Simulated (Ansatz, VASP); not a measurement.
**One calculation of Sr, two programs**

INCAR

```
SYSTEM = Sr
PREC = Accurate ; ENCUT = 520
EDIFF = 1E-6 ; ISMEAR = 0
SIGMA = 0.15 ; LREAL = .FALSE.
LASPH = .TRUE. ; NELM = 100
ALGO = Normal ; ISIF = 2
LWAVE = .FALSE. ; LCHARG = .TRUE.
GGA = CA ; LELF = .TRUE.
LVHAR = .TRUE. ; NBANDS = 17
```

The input KPOINTS:

```
regular mesh
0
G
  15 15 8
  0 0 0
```

File POSCAR:

```
Sr
1.0
    4.1807002141      0.0000000000      0.0000000000
   -2.0903501071      3.6205925910      0.0000000000
    0.0000000000      0.0000000000      7.0500000000
Sr
2
Direct
    0.3333333333      0.6666666667      0.2500000000
    0.6666666667      0.3333333333      0.7500000000
```

Input for Ansatz:

```yaml
crystal:
  lattice:
    - [4.1807002141, 0.0, 0.0]
    - [-2.0903501071, 3.620592591, 0.0]
    - [0.0, 0.0, 7.05]
  atoms:
    - { symbol: Sr, position: [0.3333333333, 0.6666666667, 0.25] }
    - { symbol: Sr, position: [0.6666666667, 0.3333333333, 0.75] }
basis:
  ecutwfc: 420
kpoints:
  mp_grid: { grid: [15, 15, 8] }
hamiltonian:
  xc: lda
scf:
  occupations: { method: gaussian, width: 0.15 }
output:
  forces: true
  stress: true
  eigenvalues: true
```

Change from the starting cell: strain -0.0300 x Voigt [1, 1, 0, 0, 0, 0], atoms carried along.

Alike in both runs: task single point; functional LDA; k mesh 15 × 15 × 8; occupations gaussian, width 0.15 eV; no spin polarisation.

```csv
,VASP,Ansatz
version,VASP 6.6.1,Ansatz 0.2.0
potentials or method,"VASP PAW LDA potentials, release 64 (Sr_sv)","scalar-relativistic, plane waves, PAW"
plane-wave cutoff (eV),520,420
valence electrons in the cell,20,20
```

VASP gave:

| Item | Value |
| --- | --- |
| gap on the k mesh at the Fermi level (eV) | none |
| pressure (GPa) | -1.0 |
| largest component of the traceless stress (GPa) | 0.42 |

Estimate Ansatz's values.

gap on the k mesh at the Fermi level (eV): none; pressure (GPa): -1.0; largest component of the traceless stress (GPa): 0.41.

A gap of «none» marks a metal or a gap that the smearing closes.
